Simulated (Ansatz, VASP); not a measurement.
This is a calculation of Ni for Ansatz 0.2.0.

Contents of input.yaml:

```yaml
crystal:
  lattice:
    - [0.0, 1.7259110183, 1.7259110183]
    - [1.7259110183, 0.0, 1.7259110183]
    - [1.7259110183, 1.7259110183, 0.0]
  atoms:
    - { symbol: Ni, position: [0.0, 0.0, 0.0], spin: 1.0 }
kpoints:
  mp_grid: { grid: [13, 13, 13] }
scf:
  occupations: { method: fermi_dirac, width: 0.05 }
hamiltonian:
  xc: pbesol
  pseudopotentials: { kind: all_electron, lapw: { basis_error: 0.0005 } }
magnetization:
  spin_polarized: true
output:
  forces: true
  stress: true
  eigenvalues: true
```

Potentials or basis: all-electron LAPW, scalar-relativistic.

Run with:

```console
$ ansatz run input.yaml --threads 2 --pin off --max-ram 6144MiB --backend cpu --events-out ev --progress --plain --runs-dir out
```

Q: Translate it to VASP 6.6.1. Potentials there: VASP PAW PBE potentials, release 64 (Ni).

A: As run (the cutoff follows the program's own potentials):

File INCAR:

```
SYSTEM = Ni
PREC     = Accurate       ! precision mode
ENCUT    = 520            ! plane-wave cutoff, eV
EDIFF    = 1E-6           ! SCF threshold, eV
ISMEAR   = -1             ! smearing method
SIGMA    = 0.05           ! smearing width, eV
LREAL    = .False.        ! projectors in reciprocal space
LASPH    = .True.         ! aspherical terms in the spheres
NELM     = 150            ! most SCF steps
ALGO     = Normal         ! electronic algorithm
ISIF     = 2              ! what is computed and relaxed
LWAVE    = .False.        ! write WAVECAR
LCHARG   = .True.         ! write CHGCAR
ISPIN    = 2              ! spin polarisation
MAGMOM   = 1              ! initial moments
LORBIT   = 11             ! projections on sites
LMAXMIX  = 4              ! l up to which the mixer works
GGA      = PS             ! functional
LELF     = .True.         ! ELF
LVHAR    = .True.       
NBANDS   = 15             ! bands
```

The input KPOINTS:

```
regular mesh
0
Gamma
  13 13 13
  0 0 0
```

The input POSCAR:

```
Ni
1.0
    0.0000000000      1.7259110183      1.7259110183
    1.7259110183      0.0000000000      1.7259110183
    1.7259110183      1.7259110183      0.0000000000
Ni
1
Direct
    0.0000000000      0.0000000000      0.0000000000
```

Potentials or basis: VASP PAW PBE potentials, release 64 (Ni).

Run with:

```console
$ cat potpaw_PBE.64/Ni/POTCAR > POTCAR
$ mpirun -np 1 vasp_std > vasp.out
```

Both were run:

|  | VASP | Ansatz | Ansatz less VASP |
| --- | --- | --- | --- |
| gap on the k mesh at the Fermi level (eV) | none | none | - |
| pressure (GPa) | 2.2 | 2.3 | +0.09 |
| net moment per atom (μB) | 0.62 | 0.63 | +0.005 |
| size of the moment on the site where the two differ most (μB) | 0.63 | 0.65 | +0.023 |

Site moments also hang on the region over which each program counts them. A gap of «none» marks a metal or a gap that the smearing closes. Ansatz ran all-electron here, so the differences hold the error of VASP's frozen core and of both bases.

Caveats: the PAW data sets were made with another functional, which shifts forces and pressure a little (VASP).
